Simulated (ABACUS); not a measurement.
MgO:

```
Mg O
1.0
     0.00000    2.09700    2.09700
     2.09700    0.00000    2.09700
     2.09700    2.09700    0.00000
Mg O
1 1
Direct
  0.00000 0.00000 0.00000
  0.50000 0.50000 0.50000
```

The cell is a database's computed one.

| Quantity | Value |
| --- | --- |
| Program | ABACUS 3.10.1 |
| Task | relaxation of cell and atoms |
| Functional | BP86 |
| Potentials or basis | PseudoDojo NC SR 0.5 PBE standard |
| Cutoff | 1143 eV |
| Density cutoff | 4572 eV |
| Basis | plane waves |
| k mesh | 9 × 9 × 9 |
| Occupations | fermi-dirac, width 0.05 eV |
| Spin | no spin polarisation |

At the start: pressure 7.2 GPa; volume 9.22 Å³/atom.

Q: How do energy, volume and symmetry change on relaxing?

A: Over 4 steps the energy falls by 8.8 meV/atom and the volume is 9.63 Å³/atom (+4.4 %); space group Fm-3m (No. 225, to 0.05 Å).

Step by step:
| step | energy change (eV) | largest force (eV/Å) | pressure (GPa) | volume (Å³) |
| --- | --- | --- | --- | --- |
| 1 | 0.0000 | 0.0000 | 7.15 | 18.44 |
| 2 | -0.0148 | 0.0000 | -2.68 | 19.61 |
| 3 | -0.0176 | 0.0000 | -0.03 | 19.26 |
| 4 | -0.0176 | 0.0000 | 0.00 | 19.25 |

Final structure:
```
CELL_PARAMETERS angstrom
0.00000 2.12731 2.12731
2.12731 0.00000 2.12731
2.12731 2.12731 0.00000
ATOMIC_POSITIONS crystal
Mg 0.00000 0.00000 0.00000
O 0.50000 0.50000 0.50000
```

Caveat: the potentials were made for another functional, which shifts forces and pressure.
